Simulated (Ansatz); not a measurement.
# Ionic part of the dielectric constant of SiO2 at 6 GPa, mode by mode

The calculation used DFT PBE, scalar-relativistic, plane waves, PAW (Ansatz). Settings: 420 eV plane-wave cutoff, Γ-centred 8×8×8 mesh, fixed occupations. No spin polarisation. Phonons by linear response, acoustic sum rule imposed.

It takes space group I-42d (No. 122, tetragonal). The conventional cell has a = 4.577 Å, b = 4.577 Å, c = 7.318 Å, α = 90.00°, β = 90.00°, γ = 90.00°. Si (site symmetry -4) is surrounded by 4 O at 1.62 Å. Around O (site symmetry 2) lie 2 Si at 1.62 Å.

Other phases may be more stable at this pressure.

The primitive cell has V = 76.66 Å³ and ε∞,zz = 2.495. Each polar mode adds Δε = (4.92064×10⁷/V)·S/ν² along z, with S its oscillator strength in e²/amu, ν in cm⁻¹ and V in Å³.

Q: From these modes, find each Δε and ε0,zz.
| ν (cm⁻¹) | S_zz (e²/amu) |
| --- | --- |
| 428.6 | 0.3932 |
| 1016.8 | 1.282 |

A:
| ν (cm⁻¹) | Δε |
| --- | --- |
| 428.6 | 1.37 |
| 1016.8 | 0.80 |

The sum is 2.170, so ε0,zz = 4.66; the run's tensor has 4.66.

Q: Where do the longitudinal modes lie for a wave vector along z?

A: At 505, 1181 cm⁻¹. The Lyddane–Sachs–Teller product Π(ν_LO/ν_TO)² = 1.87 matches ε0/ε∞ = 1.87.

This form isn't the usual stable structure of the compound at low pressure.

Cost: 1 run of about 7 core-minutes, on Arm Neoverse V2 (shared hosts).